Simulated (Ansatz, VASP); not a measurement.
**Tl: VASP beside Ansatz**

```xyz
1
Lattice="3.1169 0.0000 0.0000 0.0000 3.1169 0.0000 0.0000 0.0000 3.1169" Properties=species:S:1:pos:R:3 pbc="T T T"
Tl    0.0000    0.0000    0.0000
```

The cell was built by a generator and needn't be a form met in nature.

Alike in both runs: task relaxation of cell and atoms; functional revPBE; k mesh 10 × 10 × 10; occupations fermi-dirac, width 0.1 eV; no spin polarisation.

```csv
,VASP,Ansatz
version,VASP 6.6.1,Ansatz 0.2.0
potentials or method,"VASP PAW PBE potentials, release 64 (Tl_d)","plane waves (420 eV) with PAW, scalar-relativistic"
plane-wave cutoff (eV),600,420
valence electrons in the cell,13,13
```

|  | VASP | Ansatz | Ansatz less VASP |
| --- | --- | --- | --- |
| relaxed volume (Å³/atom) | 36.19 | 36.27 | +0.075 |
| relaxed cell length with the largest relative difference (Å) | 3.308 | 3.310 | +0.0023 |
| energy change over the relaxation (meV/atom) | -77 | -78 | -1.1 |

Caveats: the volume moved by over 15 % at a fixed basis, so the end points are rough; the PAW data sets were made with another functional, which shifts forces and pressure a little (VASP). The runs have no spin-orbit coupling, so splittings on Tl are missing.
